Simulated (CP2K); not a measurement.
# Mn (P6_3/mmc) in CP2K: further runs, part 2 of 2

CP2K 2026.2. The steps go on from the part before.

## Step 5: Single point, PBE

Input file mn_scf.inp:

```
&GLOBAL
  PROJECT mn_scf
  RUN_TYPE ENERGY_FORCE
  PRINT_LEVEL LOW
&END GLOBAL
&FORCE_EVAL
  METHOD QS
  STRESS_TENSOR ANALYTICAL
  &DFT
    BASIS_SET_FILE_NAME BASIS_MOLOPT
    POTENTIAL_FILE_NAME GTH_POTENTIALS
    &MGRID
      CUTOFF 500
      REL_CUTOFF 60
      NGRIDS 4
    &END MGRID
    &QS
      METHOD GPW
      EPS_DEFAULT 1.0E-10
    &END QS
    &KPOINTS
      SCHEME MONKHORST-PACK 9 9 5
      GAMMA_CENTERED T
      SYMMETRY T
      SYMMETRY_BACKEND SPGLIB
    &END KPOINTS
    &SCF
      SCF_GUESS ATOMIC
      EPS_SCF 1.0E-6
      MAX_SCF 100
      ADDED_MOS 26
      CHOLESKY OFF
      EPS_EIGVAL 1.0E-7
      &DIAGONALIZATION ON
        ALGORITHM STANDARD
      &END DIAGONALIZATION
      &MIXING ON
        METHOD BROYDEN_MIXING
        ALPHA 0.4
        BETA 1.5
        NBUFFER 8
      &END MIXING
      &SMEAR ON
        METHOD FERMI_DIRAC
        ELECTRONIC_TEMPERATURE [K] 580.226
      &END SMEAR
    &END SCF
    &XC
      &XC_FUNCTIONAL
        &GGA_X_PBE
        &END GGA_X_PBE
        &GGA_C_PBE
        &END GGA_C_PBE
      &END XC_FUNCTIONAL
    &END XC
    &PRINT
      &KPOINTS ON
      &END KPOINTS
      &MULLIKEN ON
      &END MULLIKEN
      &MO ON
        ENERGIES T
        OCCUPATION_NUMBERS T
        &EACH
          QS_SCF 0
        &END EACH
        ADD_LAST NUMERIC
      &END MO
      &LOWDIN ON
      &END LOWDIN
      &HIRSHFELD ON
        SHAPE_FUNCTION DENSITY
      &END HIRSHFELD
    &END PRINT
  &END DFT
  &SUBSYS
    &CELL
      A 4.9672915410 0.0000000000 0.0000000000
      B -1.2418228853 2.1509003313 0.0000000000
      C 0.0000000000 0.0000000000 4.0261950000
      PERIODIC XYZ
    &END CELL
    &COORD
      Mn  -0.0000000004 1.4339335543 1.0065487500
      Mn  2.4836457701 1.4339335543 1.0065487500
      Mn  1.2418228856 0.7169667770 3.0196462500
      Mn  3.7254686556 0.7169667770 3.0196462500
    &END COORD
    &KIND Mn
      BASIS_SET DZVP-MOLOPT-SR-GTH-q15
      POTENTIAL GTH-PBE-q15
    &END KIND
    &PRINT
      &ATOMIC_COORDINATES ON
      &END ATOMIC_COORDINATES
      &CELL ON
      &END CELL
      &SYMMETRY ON
      &END SYMMETRY
    &END PRINT
  &END SUBSYS
  &PRINT
    &FORCES ON
    &END FORCES
    &STRESS_TENSOR ON
    &END STRESS_TENSOR
  &END PRINT
&END FORCE_EVAL
```

Potentials or basis: GTH_POTENTIALS Mn GTH-PBE-q15; DZVP-MOLOPT-SR-GTH basis.

Command:

```
> OMP_NUM_THREADS=1 cp2k.psmp -i mn_scf.inp -o mn_scf.out
```

mn_scf.out:

```text

 CP2K| version string:                                       CP2K version 2026.2
 CP2K| Input file name                                                mn_scf.inp

 GLOBAL| Force Environment number                                              1
 GLOBAL| Basis set file name                                        BASIS_MOLOPT
 GLOBAL| Potential file name                                      GTH_POTENTIALS
 GLOBAL| MM Potential file name                                     MM_POTENTIAL
 GLOBAL| Coordinate file name                                      __STD_INPUT__
 GLOBAL| Method name                                                        CP2K
 GLOBAL| Project name                                                     mn_scf
 GLOBAL| Run type                                                   ENERGY_FORCE
 GLOBAL| FFT library                                                       FFTW3
 GLOBAL| Diagonalization library                                       ScaLAPACK
 GLOBAL| Cholesky decomposition library                                ScaLAPACK
 GLOBAL| DGEMM library                                                      BLAS
 GLOBAL| Direct generalized diagonalization requested                          F
 GLOBAL| Matrix multiplication library                                 ScaLAPACK
 GLOBAL| Global print level                                                  LOW
 GLOBAL| Total number of message passing processes                             1
 GLOBAL| Number of threads for this process                                    1
 GLOBAL| CPU model name                                                  UNKNOWN

 CELL| Volume [angstrom^3]:                                            43.016467
 CELL| Vector a [angstrom]:       4.967     0.000     0.000   |a| =     4.967292
 CELL| Vector b [angstrom]:      -1.242     2.151     0.000   |b| =     2.483646
 CELL| Vector c [angstrom]:       0.000     0.000     4.026   |c| =     4.026195
 CELL| Angle (b,c), alpha [degree]:                                    90.000000
 CELL| Angle (a,c), beta  [degree]:                                    90.000000
 CELL| Angle (a,b), gamma [degree]:                                   120.000000
 CELL| Numerically orthorhombic:                                              NO
 CELL| Periodicity                                                           XYZ

 CELL_REF| Volume [angstrom^3]:                                        43.016467
 CELL_REF| Vector a [angstrom     4.967     0.000     0.000   |a| =     4.967292
 CELL_REF| Vector b [angstrom    -1.242     2.151     0.000   |b| =     2.483646
 CELL_REF| Vector c [angstrom     0.000     0.000     4.026   |c| =     4.026195
 CELL_REF| Angle (b,c), alpha [degree]:                                90.000000
 CELL_REF| Angle (a,c), beta  [degree]:                                90.000000
 CELL_REF| Angle (a,b), gamma [degree]:                               120.000000
 CELL_REF| Numerically orthorhombic:                                          NO
 CELL_REF| Periodicity                                                       XYZ

 GENERATE|  Preliminary Number of Bonds generated:                             0
 GENERATE|  Achieved consistency in connectivity generation.

 *******************************************************************************
 *******************************************************************************
 **            Copyright (C) by CP2K developers group (2000-2026)             **
 *******************************************************************************

 TOTAL NUMBERS AND MAXIMUM NUMBERS

  Total number of            - Atomic kinds:                                   1
                             - Atoms:                                          4
                             - Shell sets:                                     4
                             - Shells:                                        32
[... 119 lines left out ...]
     5 Broy./Diag. 0.40E+00    6.3     0.00020357      -416.4332719372  7.17E-03
     6 Broy./Diag. 0.40E+00    6.2     0.00024838      -416.4353254016 -2.05E-03
     7 Broy./Diag. 0.40E+00    6.2     0.00006807      -416.4366222950 -1.30E-03
     8 Broy./Diag. 0.40E+00    6.2     0.00002817      -416.4364509617  1.71E-04
     9 Broy./Diag. 0.40E+00    6.2     0.00005558      -416.4365177557 -6.68E-05
    10 Broy./Diag. 0.40E+00    6.2     0.00004477      -416.4364330489  8.47E-05
    11 Broy./Diag. 0.40E+00    6.2     0.00000533      -416.4364707373 -3.77E-05
    12 Broy./Diag. 0.40E+00    6.3     0.00000435      -416.4364700092  7.28E-07
    13 Broy./Diag. 0.40E+00    6.3     0.00000051      -416.4364661914  3.82E-06

  *** SCF run converged in    13 steps ***

  Electronic density on regular grids:        -59.9999999705        0.0000000295
  Core density on regular grids:               59.9999999983       -0.0000000017
  Total charge density on r-space grids:        0.0000000279
  Total charge density g-space grids:           0.0000000279

  Overlap energy of the core charge distribution:               0.00000000000000
  Self energy of the core charge distribution:               -695.57619889449415
  Core Hamiltonian energy:                                    191.07796118190780
  Hartree energy:                                             134.32898882254949
  Exchange-correlation energy:                                -46.26567327983046
  Electronic entropic energy:                                  -0.00154402197880
  Fermi energy:                                                 0.56733821508896

  Total energy:                                              -416.43646619139901
  Total energy (extrapolated to T->0):                       -416.43569418040960

 MO| EIGENVALUES AND OCCUPATION NUMBERS FOR K POINT 1
 MO|
 MO|  Index      Eigenvalue [a.u.]        Eigenvalue [eV]             Occupation
 MO|      1              -2.433804             -66.227171               2.000000
 MO|      2              -2.433062             -66.206974               2.000000
 MO|      3              -2.433061             -66.206952               2.000000
 MO|      4              -2.432683             -66.196659               2.000000
 MO|      5              -1.191994             -32.435806               2.000000
 MO|      6              -1.191456             -32.421179               2.000000
[... 854 lines left out ...]
 MO|     55               1.611353              43.847150               0.000000
 MO|     56               1.628280              44.307760               0.000000
 MO| Sum:                                                              60.037984
 MO| E(Fermi):            0.567338 a.u.         15.438058 eV

 [... the levels of further k-points ...]

 !-----------------------------------------------------------------------------!
                     Mulliken Population Analysis

 #  Atom  Element  Kind  Atomic population                           Net charge
       1     Mn       1         15.000000                             -0.000000
       2     Mn       1         15.000000                             -0.000000
       3     Mn       1         15.000000                              0.000000
       4     Mn       1         15.000000                             -0.000000
 # Total charge                             60.000000                 -0.000000

 !-----------------------------------------------------------------------------!

 !-----------------------------------------------------------------------------!
                           Hirshfeld Charges

  #Atom  Element  Kind  Ref Charge     Population                    Net charge
      1       Mn     1      15.000         15.000                        -0.000
      2       Mn     1      15.000         15.000                        -0.000
      3       Mn     1      15.000         15.000                        -0.000
      4       Mn     1      15.000         15.000                        -0.000

  Total Charge                                                           -0.000
 !-----------------------------------------------------------------------------!

 LOWDIN POPULATION ANALYSIS

 #  Atom  Element  Kind  Atomic population                           Net charge
       1     Mn       1         15.000000                             -0.000000
       2     Mn       1         15.000000                             -0.000000
       3     Mn       1         15.000000                              0.000000
       4     Mn       1         15.000000                             -0.000000
 # Total charge                             60.000000                 -0.000000

 ENERGY| Total FORCE_EVAL ( QS ) energy [hartree]           -416.436470301981387

 FORCES| Atomic forces [hartree/bohr]
 FORCES|   Atom     x               y               z               |f|
 FORCES|      1 -1.04611982E-05 -5.99045639E-06  5.27148725E-09   1.20549685E-05
 FORCES|      2 -1.04617338E-05 -5.99081053E-06  5.28130641E-09   1.20556092E-05
 FORCES|      3  1.04616804E-05  5.99073958E-06 -5.27089401E-09   1.20555276E-05
 FORCES|      4  1.04612691E-05  5.99052685E-06 -5.28185647E-09   1.20550649E-05
 FORCES| Sum     1.73829245E-11 -5.00919835E-13  4.31860813E-14
 FORCES| Total atomic force                                       1.73901941E-11

 STRESS| Analytical stress tensor [bar]
 STRESS|                        x                   y                   z
 STRESS|      x       -2.62440917763E+04   4.59191740921E+02   3.99793324307E-03
 STRESS|      y        4.59191740921E+02  -2.67517746016E+04   2.30849555206E-03
 STRESS|      z        3.99793324307E-03   2.30849555206E-03  -4.07588739666E+04
 STRESS| 1/3 Trace                                            -3.12515801149E+04
 STRESS| Determinant                                          -2.86072340370E+13

 STRESS| Eigenvectors and eigenvalues of the analytical stress tensor [bar]
 STRESS|                        1                   2                   3
 STRESS| Eigenvalues  -4.07588739666E+04  -2.70226164436E+04  -2.59732499343E+04
 STRESS|      x          -0.000000270505     -0.508035756290      0.861335979935
 STRESS|      y          -0.000000155941      0.861335979935      0.508035756290
 STRESS|      z           1.000000000000     -0.000000003109      0.000000312220
```

Wall time 99 s (1 thread of Arm Neoverse V2, shared host); peak memory 0.45 GiB.

Results:

```yaml
Free_energy: -11331.8126 eV
Pressure: -3.1 GPa
Band_gap_on_the_k_mesh: none (metal or under the smearing width)
```

Stress tensor (GPa, compression positive):
```
-2.62  0.05  0.00
 0.05 -2.68  0.00
 0.00  0.00 -4.08
```

Levels at points of the mesh, in eV from the Fermi level:
```
           k point  band 26  band 27  band 28  band 29  band 30  band 31  band 32  band 33  band 34  band 35
(0.00, 0.00, 0.00)    -0.94    -0.94    -0.47    -0.47    -0.42     0.06     0.06     0.73     1.63     1.63
```

Caveat: the basis of atomic orbitals isn't converged, which shifts pressures, moduli and gaps; the run has no spin polarisation, though such a crystal can be magnetic. Spin polarisation is off, so any magnetic state and its effect on volume and gap are missing.
